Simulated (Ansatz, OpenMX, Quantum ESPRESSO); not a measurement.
## One calculation of Au, 3 ways

```xyz
5
Lattice="2.8226 0.0000 0.0000 -1.4113 2.5559 0.0000 0.0000 0.0000 24.7863" Properties=species:S:1:pos:R:3 pbc="T T T"
Au    1.4113    0.8451    7.5000
Au    0.0000    1.7108    9.9466
Au    1.4113    0.8451   12.3932
Au    0.0000    1.7108   14.8398
Au    1.4113    0.8451   17.2863
```

Alike in all runs: functional PBE; k mesh 11 × 11 × 1; occupations fermi-dirac, width 0.05 eV; no spin polarisation; no spin-orbit coupling.

```tsv
program and potentials	plane-wave cutoff (eV)	notes	largest force (eV/Å)
Ansatz, Ansatz PAW	420	19 valence electrons an atom on average	?
OpenMX, OpenMX 2013 PBE set, Au7.0-s3p2d2f1, grid cutoff 400 Ry	-	atomic basis; 17 valence electrons an atom on average	0.147
Quantum ESPRESSO, PseudoDojo 0.4.1 SR PBE standard	1034	19 valence electrons an atom on average	0.124
```

Problem. Estimate from the other rows what the run with Ansatz, Ansatz PAW gave.

Solution. Largest force 0.127 eV/Å. The other rows, which needn't bracket it: largest force 0.124 to 0.147.
